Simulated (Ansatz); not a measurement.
Ansatz input

```yaml
crystal:
  lattice:
    - [3.9069543307, 0.0, 0.0]
    - [-1.9534771654, 3.3835217018, 0.0]
    - [0.0, 0.0, 7.4434320163]
  atoms:
    - { symbol: Se, position: [0.0, 0.0, 0.0] }
    - { symbol: Se, position: [1.0, 0.0, 0.5] }
    - { symbol: Se, position: [0.3333333333, 0.6666666667, 0.25] }
    - { symbol: Se, position: [0.6666666667, 0.3333333333, 0.75] }
hamiltonian:
  xc: pbe
  pseudopotentials:
    kind: paw
    azcp:
      Se: "pseudopotentials/Se.paw.azcp"
basis:
  ecutwfc: 420
  fft_grid_basis: typed
kpoints:
  mp_grid: { grid: [11, 11, 5], shift: [0, 0, 0] }
magnetization:
  spin_polarized: false
scf:
  occupations: { method: fermi_dirac, width: 0.1 }
  lower_state_search: "off"
output:
  stress: true
```

Terminal output

```
Engine: ansatz 0.2.0, x86_64-unknown-linux-gnu
Pseudopotentials: kind: paw
Pseudopotential: Se, paw, valence charge 16, recommended cutoff 420 eV (normal) 
Functional definition: PBE
  parameter kappa = 0.804
  parameter beta = 0.06672455060314922
  exchange = pbe_x(kappa = kappa, mu = beta*pi^2/3)
  correlation = pbe_c(beta = beta)
Crystal: 4 atoms, lattice volume = 98.397 Å³
Basis set: ecut = 420 eV, 1921 PW (Γ)
Bands: 37, of which v1, the nominal top of the filled ones, is band 32 counted from 1 (31 counted from 0)
Symmetry: 24 space group operations
Space group: P63/mmc (ITA 194), of the structure as read, at distance tolerance 4.6e-5 Å
k-points: 48 of 605
Non-local potential: Se, projectors of the file, l = 0: 2, l = 1: 2, l = 2: 3, l = 3: 1
PAW form: soft (Blöchl's): semilocal exchange-correlation on the pseudo side does not see the compensation charge
PAW one-centre angular grid: Se, 590 points (default); XC on 64 Gauss nodes
Initial density: superposition of atomic densities (neutral atoms: chi_scale 0, normalization atom), corrected by the library's trained network
Initial wavefunctions: pseudopotential atomic-orbital guess
Functional: x = pbe(κ = 0.804, μ = 0.2195149727645171), c = pbe(β = 0.06672455060314922)
SCF iter   1: F=—  HF=-21875.060782 eV  |F-HF|=—  |Δ(HF+E_count)|=         —  Δρ=1.55e-3  dr2=1.47e-3  ethr=1.77e-3  ⟨swp⟩=6.1  Hψ=6402  notcnv=0
SCF iter   2: F=—  HF=-21875.061791 eV  |F-HF|=—  |Δ(HF+E_count)|=   1.01e-3  Δρ=2.76e-4  dr2=5.72e-5  ethr=2.30e-6  ⟨swp⟩=2.0  Hψ=2754  notcnv=0
SCF iter   3: F=—  HF=-21875.061809 eV  |F-HF|=—  |Δ(HF+E_count)|=   1.78e-5  Δρ=7.84e-5  dr2=7.60e-6  ethr=8.94e-8  ⟨swp⟩=2.0  Hψ=3324  notcnv=0
SCF iter   4: F=—  HF=-21875.061807 eV  |F-HF|=—  |Δ(HF+E_count)|=   1.82e-6  Δρ=3.91e-5  dr2=1.03e-6  ethr=1.19e-8  ⟨swp⟩=2.0  Hψ=3324  notcnv=0
iter 5 did not close the SCF: its close was put off for the readings that it lacked (scf_convergence_deferred on its scf_iter line)
SCF iter   5: F=-21875.061807 eV  HF=-21875.061807 eV  |F-HF|=2.17e-9  |Δ(HF+E_count)|=   7.02e-8  Δρ=1.10e-5  dr2=8.05e-8  ethr=1.61e-9  ⟨swp⟩=3.0  Hψ=3595  notcnv=0
SCF iter   6: F=-21875.061807 eV  HF=-21875.061807 eV  |F-HF|=3.71e-10  |Δ(HF+E_count)|=   1.62e-8  Δρ=2.03e-6  dr2=3.00e-9  ethr=1.26e-10  ⟨swp⟩=3.0  Hψ=6726  notcnv=0
SCF 1 converged in 6 iterations: F = -21875.061807 eV  dr2 = 3.00e-9
SCF converged after 6 iterations
Free energy (F): -21875.061807 eV
Harris-Foulkes:  -21875.061807 eV  (|F-HF|=3.71e-10)
Internal energy: -21874.978484 eV  (E = F + TS)
E sigma→0 (E₀):  -21875.020145 eV
Entropy (-TS):   -0.083323 eV (-20.831 meV/atom)
Fermi energy:    8.403965 eV
--- Per-component energies (eV) ---
  E_band       = -1548.973066
  E_kinetic    = 461.420625
  E_local      = -9304.223974  (includes V_loc(G=0)·N_el)
  E_nonlocal   = -2376.203130
  E_hartree    = 4594.120415
  E_xc         = -411.190127
  E_vxc        = -385.202188  (∫ρ·V_xc dr)
  E_paw        = -7649.327215  (= ΣΔE_a)
  E_vpaw       = 866.996715  (= ΣTr[D̂ρ^β])
  E_aug_tail   = -0.002387  (compensation charges beyond the density's cutoff)
  E_ewald      = -7189.572692
  E_smearing   = -0.083323  (= −TS)
  E_closure    = -0.000000  (closes the sum)
  Σ components = -21875.061807   (vs F -21875.061807, Δ=0.00e0)
--- Stress (GPa, compression-positive) ---
       -4.104109       0.000000       0.000000
        0.000000      -4.104109      -0.000000
        0.000000      -0.000000      -4.745447
  P = ⅓ Tr σ = -4.3179 GPa (-43.179 kbar)
```

Command:

```sh
ansatz run input.yaml --threads 1 --pin off --max-ram 3584MiB --backend cpu --events-out ev --progress --plain --runs-dir out
```

On 1 thread of Intel(R) Xeon(R) Platinum 8259CL CPU @ 2.50GHz (Skylake/Cascade Lake) (shared host) this took about 12 s of wall time and 11 s of CPU time.
